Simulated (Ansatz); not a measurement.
The system is SnO2.

```
CELL_PARAMETERS angstrom
4.78800 0.00000 0.00000
0.00000 4.86658 0.00000
0.00000 0.00000 3.24090
ATOMIC_POSITIONS crystal
Sn 0.00000 0.00000 0.00000
Sn 0.50000 0.50000 0.50000
O 0.70815 0.67896 0.00000
O 0.20814 0.82104 0.50000
O 0.79185 0.17896 0.50000
O 0.29185 0.32104 0.00000
```

The cell is a database's computed one.

| Quantity | Value |
| --- | --- |
| Program | Ansatz 0.2.0 |
| Task | relaxation of cell and atoms |
| Functional | revPBE |
| Dispersion | D3(BJ) |
| Potentials or basis | Ansatz PAW |
| Cutoff | 420 eV (not typed: the program's choice for these potentials) |
| k mesh | 6 × 6 × 8 |
| Occupations | fermi-dirac, width 0.05 eV |
| Spin | no spin polarisation |

At the start: volume 12.59 Å³/atom.

How do energy, volume and symmetry change on relaxing?

It ends after 8 steps and the volume is 12.38 Å³/atom (-1.7 %); space group P4_2/mnm (No. 136, to 0.05 Å).

Step by step:
| step | energy change (eV) | largest force (eV/Å) | volume (Å³) |
| --- | --- | --- | --- |
| 1 | 0.0000 | 0.0614 | 75.52 |
| 2 | -0.0213 | 0.0602 | 74.25 |
| 3 | -0.0244 | 0.0308 | 74.19 |
| 4 | -0.0271 | 0.0090 | 74.28 |
| 5 | -0.0273 | 0.0010 | 74.30 |
| 6 | -0.0223 | 0.0013 | 74.30 |
| 7 | -0.0225 | 0.0005 | 74.25 |
| 8 | -0.0223 | 0.0005 | 74.25 |

Final structure:
```
Sn O
1.0
     4.79211    0.00000    0.00000
     0.00000    4.79462    0.00000
     0.00000    0.00000    3.23166
Sn O
2 4
Cartesian
  0.0000 0.0000 0.0000
  2.3961 2.3973 1.6158
  3.3267 3.3262 0.0000
  0.9307 3.8657 1.6158
  3.8614 0.9289 1.6158
  1.4654 1.4684 0.0000
```

Caveat: the plane-wave basis is chosen anew once the cell has moved, so the energies of steps on either side of that aren't comparable; the pressure holds a Pulay correction of +0.7 GPa for the finite cutoff; the PAW data sets come from PBE, with cores solved anew for the run's functional, which leaves a small shift of forces and pressure.
